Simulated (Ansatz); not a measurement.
## Levels of theory for Na2S (antifluorite)

All numbers come from the plane-wave code Ansatz. Calculated for a static, non-magnetic cell.

Structure: Na2S built on the antifluorite prototype, at its r2SCAN minimum. Space group Fm-3m (No. 225), cubic; a = 6.511 Å in the conventional setting, 23.00 Å³ an atom. S is surrounded by 8 Na at 2.82 Å; Na is surrounded by 4 S at 2.82 Å.

Relaxed lattice by functional, symmetry kept:
```
functional  k mesh  a (Å)  volume (Å³/atom)
       PBE   6×6×6  6.568             23.61
    r2SCAN   6×6×6  6.511             23.00
```

Band edges at fixed r2SCAN geometry:
```json
{"level": "PBE", "k mesh": "8×8×8", "gap (eV)": "2.53", "kind": "direct", "edges": "Γ", "least direct gap (eV)": "2.53", "rough cost": "2.5 core-seconds"}
{"level": "r2SCAN", "k mesh": "8×8×8", "gap (eV)": "3.09", "kind": "direct", "edges": "Γ", "least direct gap (eV)": "3.09", "rough cost": "4 core-seconds"}
{"level": "HSE06", "k mesh": "6×6×6", "gap (eV)": "3.53", "kind": "direct", "edges": "Γ", "least direct gap (eV)": "3.53", "rough cost": "80 core-seconds"}
{"level": "PBE0", "k mesh": "6×6×6", "gap (eV)": "4.20", "kind": "direct", "edges": "Γ", "least direct gap (eV)": "4.20", "rough cost": "70 core-seconds"}
{"level": "G0W0@PBE (205 empty bands, 120 eV, 4×4×4)", "k mesh": "4×4×4", "gap (eV)": "4.11", "kind": "–", "edges": "Γ (mesh)", "least direct gap (eV)": "–", "rough cost": "30 core-seconds"}
```
PBE: smearing of 0.02 eV; the others have fixed occupations.
Wave cutoffs: 420 eV, 500 eV (r2SCAN).
The G0W0 gap is PBE's gap over the path plus the quasiparticle shift read on the mesh. G0W0 here is at a finite number of bands, screening cutoff and k mesh, not at the basis limit.
Costs come from shared machines and give only the order; PBE's includes the band path.

The HSE06 gap is direct at Γ: 3.53 eV.

Taking G0W0@PBE (205 empty bands, 120 eV, 4×4×4), 4.11 eV, as the yardstick (a computed one, not at the basis limit), PBE0 comes nearest, +0.09 eV off, at about 16 times r2SCAN's cost; G0W0 itself took about 7 times r2SCAN's cost. The others: HSE06 -0.58, r2SCAN -1.02, PBE -1.58 eV. The yardstick's own error is a tenth of an eV or more. r2SCAN covers 56 % of the step from PBE to HSE06, while HSE06 needs about 19 times r2SCAN's cost (on a coarser mesh). Among these functionals the gap stays direct.
